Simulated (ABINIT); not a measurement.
# GaP (F-43m): changed settings of a GW run in ABINIT

Aim: change inputs of a GW run on GaP (F-43m) and see what moves.

Method: PBE and many-body steps on it, plane waves, in ABINIT 10.8.3.

Report form: the programs' logs are mostly left out.

## Step 1: Starting point

It takes space group F-43m (No. 216, cubic). Conventional cell: a = 5.450 Å, b = 5.450 Å, c = 5.450 Å, α = 90.00°, β = 90.00°, γ = 90.00°. Nearest to Ga lie 4 P at 2.36 Å. P has 4 Ga at 2.36 Å nearest. Farther neighbours are not listed.

The cell and positions come from the Crystallography Open Database and are kept as given unless a step says otherwise.

## Step 2: Screening, 4×4×4 mesh, 181 bands, screening to 228.6 eV

This step: ABINIT 10.8.3; RPA screening on PBE, plane waves, norm-conserving pseudopotentials.

The RPA dielectric matrix is built and inverted for each q.

run.abi

```
acell 3*1.0 Angstrom
rprim 
  0.000000000000 2.725250000000 2.725250000000
  2.725250000000 0.000000000000 2.725250000000
  2.725250000000 2.725250000000 0.000000000000
ntypat 2
znucl 31 15
natom 2
typat 1 2
xred 
  0.000000000000 0.000000000000 0.000000000000
  0.250000000000 0.250000000000 0.250000000000
pp_dirpath "pseudos"
pseudos "Ga.upf, P.upf"
ecut 45
ngkpt 4 4 4
nshiftk 1
shiftk 0 0 0
kptopt 1
chksymbreak 0
istwfk *1
occopt 1
irdwfk 1
optdriver 3
nband 181
ecuteps 8.4
inclvkb 2
awtr 1
symchi 1
indata_prefix "in"
outdata_prefix "out"
tmpdata_prefix "tmp"
```

Launch:

```console
$ OMP_NUM_THREADS=1 mpirun -n 8 abinit run.abi > log
```

Elapsed: 41 s, on 8 MPI ranks of Arm Neoverse V2, shared host; peak memory 1.9 GiB.

This step gave:

| Quantity | Value |
| --- | --- |
| ε∞ with local fields, on this mesh, along the program's q direction | 18.15 |
| the same without local fields | 19.72 |
| plasma frequency | 29.76 eV |
| plane waves in the screening matrix | 331 |

Local fields lower ε∞ by 8 %. On a Γ-centred mesh this coarse the value itself is usually too large, while a short band sum pulls it down.

## Step 3: Base

The self-energy is evaluated for the states that the input lists, and the levels follow from it, in one-shot runs by the linearised quasiparticle equation.

This step: G0W0 on PBE, plane waves, norm-conserving pseudopotentials.

Changes to run.abi since step 2:

```diff
@@ -23,8 +23,17 @@
 irdwfk 1
-optdriver 3
+optdriver 4
 nband 181
+gwcalctyp 0
+ecutsigx 45
+symsigma 1
+nkptgw 2
+kptgw 
+  0.0000000000 0.0000000000 0.0000000000
+  0.5000000000 0.5000000000 0.0000000000
+bdgw 
+  11 17
+  12 15
 ecuteps 8.4
-inclvkb 2
-awtr 1
-symchi 1
+irdscr 1
+ppmodel 1
 indata_prefix "in"
```

It took 14 s on 8 MPI ranks; peak memory 1.9 GiB; 1.8 min of CPU time.

This step gave:

```
G0W0 gap on the points computed              : 2.269 eV
starting gap on the mesh                     : 1.652 eV
k of the valence top                         : 0, 0, 0
k of the conduction bottom                   : 0.5, 0.5, 0
Z at the valence top                         : 0.787
Z at the conduction bottom                   : 0.81
least direct G0W0 gap on the computed points : 2.651 eV
```

The gap on the mesh goes from 1.65 eV to 2.27 eV, a correction of +0.62 eV.

## Step 4: Coulomb singularity

Changes to run.abi since step 3:

```diff
@@ -38,2 +38,3 @@
 ppmodel 1
+gw_icutcoul 0
 indata_prefix "in"
```

The job ended after 14 s (8 MPI ranks; peak memory 1.9 GiB; 1.8 min of CPU time).

This step gave:

```
G0W0 gap on the points computed              : 2.135 eV
starting gap on the mesh                     : 1.652 eV
k of the valence top                         : 0, 0, 0
k of the conduction bottom                   : 0.5, 0.5, 0
Z at the valence top                         : 0.788
Z at the conduction bottom                   : 0.809
least direct G0W0 gap on the computed points : 2.647 eV
```

Against G0W0 in ABINIT (4×4×4 mesh, 181 bands, screening to 228.6 eV, Godby-Needs plasmon pole), the gap moves by −0.134 eV.

## Step 5: The runs together

Times are wall times on 8 MPI ranks of Arm Neoverse V2, shared host, good to a factor of about two. A run's time includes the screening step that it read.

```tsv
run	mesh	bands	screening cutoff (eV)	DFT gap (eV)	gap on the mesh (eV)	direct (eV)	ε∞ used	time
base	4×4×4	181	228.6	1.652	2.269	2.651	18.15	54 s
Coulomb singularity	4×4×4	181	228.6	1.652	2.135	2.647	18.15	55 s
```

## Step 6: Summary of results

```yaml
base: 2.269 eV
coulomb_singularity: 2.135 eV
known_limits: not at the basis limit; no spin-orbit coupling; coarse k mesh
```

What this shows: Coulomb singularity: −0.134 eV against base (keys changed: gw_icutcoul). Bands and cutoff are finite, so the gap is not at the basis limit. The miss can reach some tenths of an eV and take either sign; the mesh is an error of its own. In the G0W0 runs levels were corrected at 2 k points alone, so a gap called «on the mesh» is the least over those, and an edge elsewhere would be missed. The 4×4×4 mesh is coarse for this cell, which bears on the long-range parts of exchange and screening. The many-body steps are scalar-relativistic: spin-orbit coupling is not in them.

[Paths, hosts, dates, memory and timing lines, banners, echoed tables and standing remarks are left out of the program output.]

[Logs are printed without paths, hosts, clocks, repeated set-up lines and the standing remarks that a program may print on its own settings, such as how far it seeks lower states.]

[Runs of the session that timed out or met a known fault of the program may be left out.]

[Hosts, paths, dates, database ids (printed as entryN), source tags and the programs' standing remarks are cut or masked in the printed files.]

[G0W0 gaps are taken among the corrected bands and points alone; a level outside them can change the order at an edge.]

[Where Ansatz stands beside ABINIT at settings called matched, ABINIT's density can come from a denser mesh and the files from another edition; pairs whose starting gaps differed by over 0.03 eV were left out, so agreement reads better than it is.]
